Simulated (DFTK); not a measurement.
Set up this calculation in DFTK 0.8.2, as the native input.

| Quantity | Value |
| --- | --- |
| Task | single point |
| Functional | PBE |
| Potentials or basis | SPMS 1.0 (PBE) |
| Cutoff | 1225 eV |
| k mesh | 12 × 12 × 12 |
| Occupations | fermi-dirac, width 0.05 eV |
| Spin | no spin polarisation |
| Valence electrons | Ir 17 |
| SCF tolerance on the density | 1e-06 |

Crystal: Ir.

```
Ir
1.0
     0.00000    1.91560    1.91560
     1.91560    0.00000    1.91560
     1.91560    1.91560    0.00000
Ir
1
Direct
  0.00000 0.00000 0.00000
```

The input as run:

run.jl

```julia
using DFTK
using PseudoPotentialData
using Unitful, UnitfulAtomic
using LinearAlgebra, Printf
include("save.jl")
disable_threading()

# lattice vectors are the columns
lattice = austrip(1u"Å") * [           0.0         1.9156         1.9156;
                   1.9156            0.0         1.9156;
                   1.9156         1.9156            0.0]
symbols   = [:Ir]
positions = [[0.0, 0.0, 0.0]]
pseudopotentials = Dict(:Ir => "Ir.upf")
elements = Dict(s => ElementPsp(s, pseudopotentials; rcut=10.0) for s in unique(symbols))
atoms    = [elements[s] for s in symbols]

build_model(lattice, positions; symmetries=true) =
    model_DFT(lattice, atoms, positions;
              functionals=PBE(),
              temperature=austrip(0.05u"eV"),
              smearing=Smearing.FermiDirac(),
              symmetries)
Ecut  = 45.0  # hartree
kgrid = [12, 12, 12]
tol   = 1e-6
to_GPa = ustrip(uconvert(u"GPa", 1u"hartree/bohr^3"))

model = build_model(lattice, positions)
basis = PlaneWaveBasis(model; Ecut, kgrid)
display(basis)
scfres = self_consistent_field(basis;
                               tol,
                               nbandsalg=AdaptiveBands(model; n_bands_converge=13))
display(scfres.energies)
@printf "Fermi level: %.6f eV\n" ustrip(auconvert(u"eV", something(scfres.εF, NaN)))
forces = compute_forces_cart(scfres)
println("Forces (eV/Å)")
for (s, f) in zip(symbols, forces)
    @printf "%-3s %12.6f %12.6f %12.6f\n" s ustrip.(auconvert.(u"eV/Å", f))...
end
stress = compute_stresses_cart(scfres)
println("Stress (GPa)")
display(round.(stress * to_GPa; digits=4))
println("Levels at the first k-point (eV): ", round.(ustrip.(auconvert.(u"eV", scfres.eigenvalues[1][1:scfres.n_bands_converge])); digits=4))
save_scf!(scfres; forces, stress)
```

Potentials or basis: SPMS 1.0 (PBE).

Command:

```sh
$ julia --threads=1 run.jl  # save.jl only writes the numbers to a file and isn't shown; printed stress counts tension as positive; times include loading and compiling
```

It gave:

```json
{
  "Pressure": "10.5 GPa",
  "Band gap on the k mesh": "none (metal or under the smearing width)"
}
```

Wall time 3.2 min on 1 thread of Intel(R) Xeon(R) Platinum 8259CL CPU @ 2.50GHz (Skylake/Cascade Lake) (shared host), peak memory 1.7 GiB.
